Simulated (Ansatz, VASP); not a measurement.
## K: VASP beside Ansatz

Contents of INCAR:

```
SYSTEM = K
PREC = Accurate
ENCUT = 520
EDIFF = 1E-6
ISMEAR = 0
SIGMA = 0.15
LREAL = .FALSE.
LASPH = .TRUE.
NELM = 100
ALGO = Normal
ISIF = 2
LWAVE = .FALSE.
LCHARG = .TRUE.
GGA = CA
LELF = .TRUE.
LVHAR = .TRUE.
NBANDS = 10
```

Contents of KPOINTS:

```
regular mesh
0
G
  6 6 12
  0 0 0
```

The input POSCAR:

```
K
1.0
   10.3636863989      0.0000000000      0.0000000000
    0.0000000000     10.3636863989      0.0000000000
    0.0000000000      0.0000000000      4.0907630813
K
1
Direct
    0.0000000000      0.0000000000      0.0000000000
```

Input for Ansatz:

```yaml
crystal:
  lattice:
    - [10.3636863989, 0.0, 0.0]
    - [0.0, 10.3636863989, 0.0]
    - [0.0, 0.0, 4.0907630813]
  atoms:
    - { symbol: K, position: [0.0, 0.0, 0.0] }
basis:
  ecutwfc: 420
kpoints:
  mp_grid: { grid: [6, 6, 12] }
hamiltonian:
  xc: lda
scf:
  occupations: { method: gaussian, width: 0.15 }
output:
  forces: true
  stress: true
  eigenvalues: true
```

Alike in both runs: task single point; functional LDA; k mesh 6 × 6 × 12; occupations gaussian, width 0.15 eV; no spin polarisation.

```csv
,VASP,Ansatz
version,VASP 6.6.1,Ansatz 0.2.0
potentials or method,"VASP PAW LDA potentials, release 64 (K_sv)","scalar-relativistic, plane waves, PAW"
plane-wave cutoff (eV),520,420
valence electrons in the cell,9,9
```

|  | VASP | Ansatz | Ansatz less VASP |
| --- | --- | --- | --- |
| gap on the k mesh at the Fermi level (eV) | none | none | - |
| pressure (GPa) | 0.0 | 0.0 | 0.00 |

A gap of «none» marks a metal or a gap that the smearing closes.
